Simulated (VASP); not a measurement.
A run of VASP 6.6.1 is set up as follows.

The input INCAR:

```
PREC     = Accurate       # precision mode
ENCUT    = 600            # plane-wave cutoff, eV
EDIFF    = 1E-7           # SCF threshold, eV
ISMEAR   = 0              # smearing method
SIGMA    = 0.03           # smearing width, eV
LREAL    = False          # projectors in reciprocal space
LASPH    = True           # aspherical terms in the spheres
NELM     = 80             # most SCF steps
ALGO     = Normal         # electronic algorithm
ISIF     = 3              # what is computed and relaxed
LWAVE    = False          # write WAVECAR
LCHARG   = False          # write CHGCAR
GGA      = PE             # functional
IVDW     = 12             # dispersion correction
IBRION   = 2              # ionic algorithm
NSW      = 90             # ionic steps
EDIFFG   = -0.005         # ionic threshold
```

Contents of KPOINTS:

```
regular mesh
0
Gamma
  8 8 8
```

POSCAR

```
CuI                                     
1.0
    0.0000000000      2.9869531159      2.9869531159
    2.9869531159      0.0000000000      2.9869531159
    2.9869531159      2.9869531159      0.0000000000
  Cu              I             
     1     1
Direct
     0.2500000000000000    0.2500000000000000    0.2500000000000000
     0.0000000000000000    0.0000000000000000    0.0000000000000000
```

Potentials or basis: VASP PAW PBE potentials, release 64 (Cu, I).

Launch:

```sh
$ cat potpaw_PBE.64/Cu/POTCAR potpaw_PBE.64/I/POTCAR > POTCAR
$ mpirun -np 1 vasp_std > vasp.out
```

Estimate the dispersion energy per atom.

-0.360 eV.

Estimate the band gap on the k mesh.

1.27 eV, direct.

Final structure:
```
Cu I
1.0
     0.00000    2.98695    2.98695
     2.98695    0.00000    2.98695
     2.98695    2.98695    0.00000
Cu I
1 1
Cartesian
  1.4935 1.4935 1.4935
  0.0000 0.0000 0.0000
```

Caveat: the relaxation stopped at its first step, so nothing moved; spin-orbit coupling is left out, which moves the levels of the heavy elements. As with any semilocal functional, this PBE gap is likely too small.
